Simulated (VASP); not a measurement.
# Al in VASP: relaxation of the atoms with PBE

Aim: the relaxation of the atoms of Al with PBE.

All numbers are computed with VASP 6.6.1; they aren't measurements. Logs are shortened: lines on timing, memory, paths and dates and some standing lists are left out, and cuts for length are marked.

## Step 1: The slab as given

The cell holds a slab with vacuum, 6 atoms: a = 2.912 Å, b = 2.912 Å, c = 30.003 Å, α = 90.00°, β = 90.00°, γ = 90.00°.

The cell was built by a generator and needn't be a form met in nature.

## Step 2: Relaxation of the atoms, PBE

The input, INCAR:

```
PREC = Accurate
ENCUT = 520
EDIFF = 1E-7
ISMEAR = 1
SIGMA = 0.1
LREAL = False
LASPH = True
NELM = 120
ALGO = Fast
ISIF = 2
LWAVE = False
LCHARG = False
LDIPOL = True
IDIPOL = 3
DIPOL = 0.5 0.5 0.500
GGA = PE
IBRION = 2
NSW = 90
EDIFFG = -0.02
KPAR = 2
```

The input, KPOINTS:

```
regular mesh
0
Gamma
  11 11 1
```

The input, POSCAR:

```
Al
1.0
    2.9124880100      0.0000000000      0.0000000000
    0.0000000000      2.9124880100      0.0000000000
    0.0000000000      0.0000000000     30.0033842800
Al
6
Direct
    0.0000000000      0.0000000000      0.3346009200
    0.5000000000      0.5000000000      0.4007612200
    0.0000000000      0.0000000000      0.4669215200
    0.5000000000      0.5000000000      0.5330784800
    0.0000000000      0.0000000000      0.5992387800
    0.5000000000      0.5000000000      0.6653990800
```

Potentials or basis: VASP PAW PBE potentials, release 64 (Al).

On the command line:

```sh
cat potpaw_PBE.64/Al/POTCAR > POTCAR
mpirun -np 2 vasp_std > vasp.out
```

OUTCAR:

```text
PREC = Accurate
   ENCUT = 520
   EDIFF = 1E-7
   ISMEAR = 1
   LREAL = False
   LASPH = True
   NELM = 120
   ISIF = 2
   GGA = PE
   IBRION = 2
   NSW = 90
   EDIFFG = -0.02

 ion  position               nearest neighbor table
   1  0.000  0.000  0.335-   2 2.86   2 2.86   2 2.86   2 2.86
   2  0.500  0.500  0.401-   1 2.86   3 2.86   1 2.86   3 2.86   1 2.86   3 2.86   1 2.86   3 2.86

   3  0.000  0.000  0.467-   4 2.86   4 2.86   4 2.86   4 2.86   2 2.86   2 2.86   2 2.86   2 2.86

   4  0.500  0.500  0.533-   3 2.86   3 2.86   3 2.86   3 2.86   5 2.86   5 2.86   5 2.86   5 2.86

   5  0.000  0.000  0.599-   4 2.86   6 2.86   4 2.86   6 2.86   4 2.86   6 2.86   4 2.86   6 2.86

   6  0.500  0.500  0.665-   5 2.86   5 2.86   5 2.86   5 2.86

  LATTYP: Found a simple tetragonal cell.
 ALAT       =     2.9124880100
 C/A-ratio  =    10.3016335782

  Lattice vectors:

 A1 = (   2.9124880100,   0.0000000000,   0.0000000000)
 A2 = (   0.0000000000,   2.9124880100,   0.0000000000)
 A3 = (   0.0000000000,   0.0000000000,  30.0033842800)

Analysis of symmetry for initial positions (statically):
=====================================================================
 Subroutine PRICEL returns:
 Original cell was already a primitive cell.

 Routine SETGRP: Setting up the symmetry group for a
 simple tetragonal supercell.

 Subroutine GETGRP returns: Found 16 space group operations
 (whereof  8 operations were pure point group operations)
 out of a pool of 16 trial point group operations.

The static configuration has the point symmetry C_4v.
 The point group associated with its full space group is D_4h.

Analysis of symmetry for dynamics (positions and initial velocities):
=====================================================================
 Subroutine PRICEL returns:
 Original cell was already a primitive cell.

 Routine SETGRP: Setting up the symmetry group for a
 simple tetragonal supercell.

 Subroutine GETGRP returns: Found 16 space group operations
 (whereof  8 operations were pure point group operations)
 out of a pool of 16 trial point group operations.

The dynamic configuration has the point symmetry C_4v.
 The point group associated with its full space group is D_4h.

 Subroutine INISYM returns: Found 16 space group operations
 (whereof  8 operations are pure point group operations),
 and found     1 'primitive' translations

----------------------------------------------------------------------------------------

                                     Primitive cell

  volume of cell :     254.5063

  direct lattice vectors                    reciprocal lattice vectors
     2.912488010  0.000000000  0.000000000     0.343349053  0.000000000  0.000000000
     0.000000000  2.912488010  0.000000000     0.000000000  0.343349053  0.000000000
     0.000000000  0.000000000 30.003384280     0.000000000  0.000000000  0.033329573

  length of vectors
     2.912488010  2.912488010 30.003384280     0.343349053  0.343349053  0.033329573

  position of ions in fractional coordinates (direct lattice)
     0.000000000  0.000000000  0.334600920
     0.500000000  0.500000000  0.400761220
     0.000000000  0.000000000  0.466921520
     0.500000000  0.500000000  0.533078480
     0.000000000  0.000000000  0.599238780
     0.500000000  0.500000000  0.665399080

  ion indices of the primitive-cell ions
   primitive index   ion index
                 1           1
                 2           2
                 3           3
                 4           4
                 5           5
                 6           6

----------------------------------------------------------------------------------------

 KPOINTS: regular mesh

Automatic generation of k-mesh.
 Grid dimensions read from file:
 generate k-points for:   11   11    1

 Generating k-lattice:

  Cartesian coordinates                     Fractional coordinates (reciprocal lattice)
[... 63 lines left out ...]
   ISYM   =      2    0-nonsym 1-usesym 2-fastsym
   POTIM  = 0.5000    time-step for ionic-motion
   TEBEG  =    0.0;   TEEND  =   0.0 temperature during run
   PSTRESS=    0.0 pullay stress
   NELECT =      18.0000    total number of electrons
   NUPDOWN=      -1.0000    fix difference up-down
   EMIN   =  10.00;   EMAX   =-10.00  energy-range for DOS
   EFERMI =   0.00;   METHOD = LEGACY
   ISMEAR =     1;   SIGMA  =   0.10  broadening in eV -4-tet -1-fermi 0-gaus
   EFERMI_NEDOS =   21; number of points for ismear=-14 and -15
   IALGO  =     68    algorithm
   IMIX   =      4    mixing-type and parameters
     AMIX     =   0.40;   BMIX     =  1.00
     AMIX_MAG =   1.60;   BMIX_MAG =  1.00
  volume/ion in A,a.u.               =      42.42       286.25
  Fermi-wavevector in a.u.,A,eV,Ry     =   0.677017  1.279376  6.236255  0.458352
  Thomas-Fermi vector in A             =   1.754501
   LORBIT       =      0    0 simple, 1 ext, 2 COOP (PROOUT), +10 PAW based schemes
   GGA     = PE    functional components
   LHFCALC =     F    Hartree Fock is set to
   AEXX    =    0.0000 exact exchange contribution
   IVDW    =     0    specifies the selected vdW correction
   LEPSILON=     F    determine dielectric tensor
   LRPA    =     F    only Hartree local field effects (RPA)
 conjugate gradient relaxation of ions
 non-spin polarized calculation
 RMM-DIIS sequential band-by-band and
 Methfessel and Paxton  Order N= 1 SIGMA  =   0.10
  energy-cutoff  :      520.00
  volume of cell :      254.51
 maximum number of plane-waves:      6914
 NGX is ok and might be reduce to    24
   NGX = 11   NGY = 11   NGZ =111

--------------------------------------- Ionic step        1  -------------------------------------------

 number of electron      18.0000000 magnetization

 Free energy of the ion-electron system (eV)
  ---------------------------------------------------
  ext. energy  EPLUGINS =         0.00000000
  ---------------------------------------------------
  free energy    TOTEN  =       -21.43189571 eV

  energy without entropy =      -21.42931294  energy(sigma->0) =      -21.43103479

------------------------ aborting loop because EDIFF is reached ----------------------------------------

  FORCE on cell =-STRESS in cart. coord.  units (eV):
  Direction    XX          YY          ZZ          XY          YZ          ZX
  --------------------------------------------------------------------------------------
  -------------------------------------------------------------------------------------
  Total       -3.1311737     -3.1311737      0.9757985      0.0000000      0.0000000      0.0000000
  in kB      -19.7114786    -19.7114786      6.1428820      0.0000000      0.0000000      0.0000000
  external PRESSURE =     -11.0933584 kB  Pullay stress =       0.0000000 kB
[... 101 lines left out ...]
  FREE ENERGIE OF THE ION-ELECTRON SYSTEM (eV)
  ---------------------------------------------------
  free  energy   TOTEN  =       -21.4385665447 eV

  energy  without entropy=      -21.4361579360  energy(sigma->0) =      -21.43776368

[... ionic steps 4 to 7 ...]

--------------------------------------- Ionic step        8  -------------------------------------------

 number of electron      18.0000000 magnetization

------------------------ aborting loop because EDIFF is reached ----------------------------------------
[... 35 lines left out ...]
--------------------------------------- Ionic step        9  -------------------------------------------

 number of electron      18.0000000 magnetization

 dipolmoment           0.000000      0.000000      0.000000 electrons x Angstroem

------------------------ aborting loop because EDIFF is reached ----------------------------------------

  FORCE on cell =-STRESS in cart. coord.  units (eV):
  Direction    XX          YY          ZZ          XY          YZ          ZX
  --------------------------------------------------------------------------------------
  -------------------------------------------------------------------------------------
  Total       -3.4284757     -3.4284757      0.0516893      0.0000000      0.0000000      0.0000000
  in kB      -21.5830648    -21.5830648      0.3253963      0.0000000      0.0000000      0.0000000
  external PRESSURE =     -14.2802445 kB  Pullay stress =       0.0000000 kB
[... 27 lines left out ...]
--------------------------------------- Ionic step       10  -------------------------------------------

 number of electron      18.0000000 magnetization

 dipolmoment           0.000000      0.000000     -0.000000 electrons x Angstroem

 Free energy of the ion-electron system (eV)
  ---------------------------------------------------
  ext. energy  EPLUGINS =         0.00000000
  ---------------------------------------------------
  free energy    TOTEN  =       -21.44450841 eV

  energy without entropy =      -21.44414868  energy(sigma->0) =      -21.44438850

 E-fermi :   0.5366     XC(G=0):  -4.7167

 val. band max:        0.5261116467   @ k =   0.4545   0.3636   0.0000
 cond. band min:       0.5454669851   @ k =   0.2727   0.0000   0.0000
 fundamental gap:      0.0193553383
 Fermi energy:         0.5365640893

 k-point     1 :       0.0000    0.0000    0.0000
  band No.  band energies     occupation
      1     -10.1372      2.00000
      2      -9.4750      2.00000
      3      -8.3167      2.00000
      4      -6.9228      2.00000
      5      -5.0884      2.00000
      6      -2.9317      2.00000
      7      -1.3987      2.00000
      8       1.4285     -0.00000
      9       3.3799      0.00000
     10       4.4587      0.00000
     11       4.8415      0.00000
     12       5.6189      0.00000
     13       5.8322      0.00000
[... 308 lines left out ...]
      2      -2.5373      2.00000
      3      -2.1365      2.00000
      4      -1.5262      2.00000
      5      -1.4307      2.00000
      6      -0.9256      2.00000
      7      -0.4315      2.00000
      8      -0.2659      2.00000
      9      -0.0991      2.00000
     10       0.1020      2.00000
     11       0.6228     -0.00876
     12       0.8504     -0.00008
     13       0.9969     -0.00000

------------------------ aborting loop because EDIFF is reached ----------------------------------------

 vacuum level on the upper side and lower side of the slab       (xc-potential included)        -0.015        -0.015

  FORCE on cell =-STRESS in cart. coord.  units (eV):
  Direction    XX          YY          ZZ          XY          YZ          ZX
  --------------------------------------------------------------------------------------
  -------------------------------------------------------------------------------------
  Total       -3.4345046     -3.4345046      0.0467303      0.0000000      0.0000000      0.0000000
  in kB      -21.6210182    -21.6210182      0.2941781      0.0000000      0.0000000      0.0000000
  external PRESSURE =     -14.3159527 kB  Pullay stress =       0.0000000 kB
[... 21 lines left out ...]
  FREE ENERGIE OF THE ION-ELECTRON SYSTEM (eV)
  ---------------------------------------------------
  free  energy   TOTEN  =       -21.4445084110 eV

  energy  without entropy=      -21.4441486791  energy(sigma->0) =      -21.44438850

 reached required accuracy - stopping structural energy minimisation

 vacuum level on the upper side and lower side of the slab         4.839         4.839
```

Wall time 4.6 min (2 MPI ranks of Intel Xeon Platinum 8488C (Sapphire Rapids), shared host); peak memory 0.36 GiB.

What came out:

```yaml
Free_energy: -21.4445 eV
Energy_gained_by_relaxing: 2.1 meV/atom
Ionic_steps: 10
Largest_force_after_relaxing: 0.009 eV/Å
Band_gap_on_the_k_mesh: none (metal or under the smearing width)
```

Forces in eV/Å, atoms in the order of the input:
```
Al   0.000  0.000 -0.007
Al   0.000  0.000  0.000
Al   0.000  0.000  0.009
Al   0.000  0.000 -0.009
Al   0.000  0.000  0.000
Al   0.000  0.000  0.007
```

The path:
| step | energy change (eV) | largest force (eV/Å) | pressure (GPa) |
| --- | --- | --- | --- |
| 1 | 0.0000 | 0.1515 | -1.11 |
| 2 | -0.0036 | 0.1053 | -1.14 |
| 3 | -0.0067 | 0.0722 | -1.19 |
| 4 | -0.0079 | 0.0606 | -1.22 |
| 5 | -0.0105 | 0.0576 | -1.31 |
| 6 | -0.0108 | 0.0606 | -1.49 |
| 7 | -0.0115 | 0.0585 | -1.41 |
| 8 | -0.0124 | 0.0231 | -1.42 |
| 9 | -0.0125 | 0.0261 | -1.43 |
| 10 | -0.0126 | 0.0092 | -1.43 |

Final structure:
```xyz
6
Lattice="2.9125 0.0000 0.0000 0.0000 2.9125 0.0000 0.0000 0.0000 30.0034" Properties=species:S:1:pos:R:3 pbc="T T T"
Al    0.0000    0.0000    9.9657
Al    1.4562    1.4562   12.0020
Al    2.9125    0.0000   13.9748
Al    1.4562    1.4562   16.0286
Al    0.0000    0.0000   18.0014
Al    1.4562    1.4562   20.0377
```
